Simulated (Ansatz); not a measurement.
Structure optimisation: indium, dhcp

Computed with DFT, RPBE, plane waves (420 eV) with PAW, scalar-relativistic (Ansatz 0.2.0). The PAW files were generated under PBE, with cores re-solved for the functional.

k-point mesh 11×11×3, Fermi-Dirac smearing 0.1 eV, no spin polarisation. Cell and atoms relax.

Starting structure:

```yaml
crystal:
  lattice:
    - [3.3313943041, 0.0, 0.0]
    - [-1.665697152, 2.8850720974, 0.0]
    - [0.0, 0.0, 10.8803337972]
  atoms:
    - { symbol: In, position: [0.0, 0.0, 0.0] }
    - { symbol: In, position: [0.0, 0.0, 0.5] }
    - { symbol: In, position: [0.3333333333, 0.6666666667, 0.25] }
    - { symbol: In, position: [0.6666666667, 0.3333333333, 0.75] }
hamiltonian:
  xc: rpbe
  pseudopotentials:
    kind: paw
    azcp:
      In: "pseudopotentials/In.paw.azcp"
basis:
  ecutwfc: 420
  fft_grid_basis: typed
kpoints:
  mp_grid: { grid: [11, 11, 3], shift: [0, 0, 0] }
magnetization:
  spin_polarized: false
scf:
  occupations: { method: fermi_dirac, width: 0.1 }
relax:
  max_steps: 60
  f_tol: 0.01
  cell: {}
```

**Question.** What cell does the relaxation end in?

**Answer.** P6_3/mmc with a = 3.448 Å, c = 11.198 Å (c/a = 3.248); 28.81 Å³ per atom against 26.14 at the start (10.2 %).

**Question.** How much energy does the relaxation gain?

**Answer.** 28.4 meV per atom.

Path of the relaxation (the plane waves are chosen anew near the end, which can shift the energy a little):

```json
{"step": "0", "E − E(final) (meV/atom)": "28.38", "V (Å³/atom)": "26.144", "P (GPa)": "3.75", "max force (eV/Å)": "0.000"}
{"step": "1", "E − E(final) (meV/atom)": "0.73", "V (Å³/atom)": "28.705", "P (GPa)": "0.14", "max force (eV/Å)": "0.000"}
{"step": "2", "E − E(final) (meV/atom)": "0.69", "V (Å³/atom)": "28.815", "P (GPa)": "0.03", "max force (eV/Å)": "0.000"}
{"step": "3", "E − E(final) (meV/atom)": "0.00", "V (Å³/atom)": "28.815", "P (GPa)": "0.01", "max force (eV/Å)": "0.000"}
```
